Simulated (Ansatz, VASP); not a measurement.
## Two plane-wave programs on Ca

File INCAR:

```
  PREC = Accurate
  ENCUT = 520
  EDIFF = 1E-6
  ISMEAR = 0
  SIGMA = 0.15
  LREAL = F
  LASPH = T
  NELM = 80
  ALGO = Fast
  ISIF = 2
  LWAVE = F
  LCHARG = F
  GGA = PS
  NBANDS = 11
```

File KPOINTS:

```
Automatic mesh
0
Gamma
  16 16 16
```

POSCAR

```
Ca
1.0
   -2.3296000000      2.3296000000      2.2400000000
    2.3296000000     -2.3296000000      2.2400000000
    2.3296000000      2.3296000000     -2.2400000000
Ca
1
Direct
    0.0000000000      0.0000000000      0.0000000000
```

Input for Ansatz:

```yaml
crystal:
  lattice:
    - [-2.3296, 2.3296, 2.24]
    - [2.3296, -2.3296, 2.24]
    - [2.3296, 2.3296, -2.24]
  atoms:
    - { symbol: Ca, position: [0.0, 0.0, 0.0] }
basis:
  ecutwfc: 420
kpoints:
  mp_grid: { grid: [16, 16, 16] }
hamiltonian:
  xc: pbesol
scf:
  occupations: { method: gaussian, width: 0.15 }
output:
  forces: true
  stress: true
  eigenvalues: true
```

Change from the starting cell: strain +0.040 along x and y, +0.000 along z, atoms carried along.

Alike in both runs: task single point; functional PBEsol; k mesh 16 × 16 × 16; occupations gaussian, width 0.15 eV; no spin polarisation.

```csv
,VASP,Ansatz
version,VASP 6.6.1,Ansatz 0.2.0
potentials or method,"VASP PAW PBE potentials, release 64 (Ca_sv)","scalar-relativistic, plane waves, PAW"
plane-wave cutoff (eV),520,420
valence electrons in the cell,10,10
```

|  | VASP | Ansatz | Ansatz less VASP |
| --- | --- | --- | --- |
| gap on the k mesh at the Fermi level (eV) | none | none | - |
| pressure (GPa) | -2.4 | -2.4 | 0.00 |

A gap of «none» marks a metal or a gap that the smearing closes.

Caveats: the PAW data sets were made with another functional, which shifts forces and pressure a little (VASP).
